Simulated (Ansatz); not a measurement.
**Be: band structure with PBEsol**

The system is Be.

```
Be
1.0
    -1.25312    1.25312    1.25312
     1.25312   -1.25312    1.25312
     1.25312    1.25312   -1.25312
Be
1
Direct
  0.00000 0.00000 0.00000
```

This isn't the form of Be at room conditions, which is hcp.

| Item | Value |
| --- | --- |
| Program | Ansatz 0.2.0 |
| Task | band structure |
| Functional | PBEsol |
| Potentials or basis | Ansatz PAW |
| Cutoff | 420 eV (not typed: the program's choice for these potentials) |
| k mesh | 8 × 8 × 8 |
| Occupations | fermi-dirac, width 0.05 eV |
| Spin | no spin polarisation |
| Path | [["G", "H", "N", "G", "P", "H"], ["P", "N"]] |
| Points for each segment of the path | 14 |

| Item | Value |
| --- | --- |
| Pressure | -1.9 GPa |
| Band gap on the k mesh | none (metal or under the smearing width) |

Levels at the corners of the path, in eV from the Fermi level:
```csv
point,band 1,band 2,band 3,band 4
Γ,-12.22,19.35,19.35,19.35
H,3.95,3.95,3.95,9.80
N,-5.22,0.39,12.23,15.43
Γ,-12.22,19.35,19.35,19.35
P,0.59,0.59,0.59,9.11
H,3.95,3.95,3.95,9.80
P,0.59,0.59,0.59,9.11
N,-5.22,0.39,12.23,15.43
```

It took 0.28 s on 2 threads of Intel(R) Xeon(R) Platinum 8488C (Sapphire Rapids), on a shared host, peak memory 0.3 GiB.

Caveat: the k mesh is coarse (spacing up to 0.44 Å⁻¹), so the values aren't converged; the PAW data sets come from PBE, with cores solved anew for the run's functional, which leaves a small shift of forces and pressure.
